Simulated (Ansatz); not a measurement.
# Mn (fcc): energy against volume

Level of theory: Ansatz, DFT, PBEsol, plane waves (420 eV) with PAW, scalar-relativistic. The PAW files were generated under PBE, with cores re-solved for the functional.

The cell is scaled uniformly from the relaxed one, with fractional coordinates and shape fixed. Energies are extrapolated to zero smearing, pressures are those at the given smearing. Magnetic state: non-magnetic.

A Birch-Murnaghan fit gives V₀ = 10.35 Å³/atom, B₀ = 309 GPa, B₀′ = 4.4.

**Question.** What are the energy above the minimum and the pressure at 9.111 Å³/atom?

**Answer.** 179.8 meV/atom and 52.24 GPa as computed.

**Question.** What are the energy above the minimum and the pressure at 10.768 Å³/atom?

**Answer.** 15.1 meV/atom and -11.08 GPa as computed.

**Question.** What are the energy above the minimum and the pressure at 11.596 Å³/atom?

**Answer.** 118.0 meV/atom and -27.25 GPa as computed.
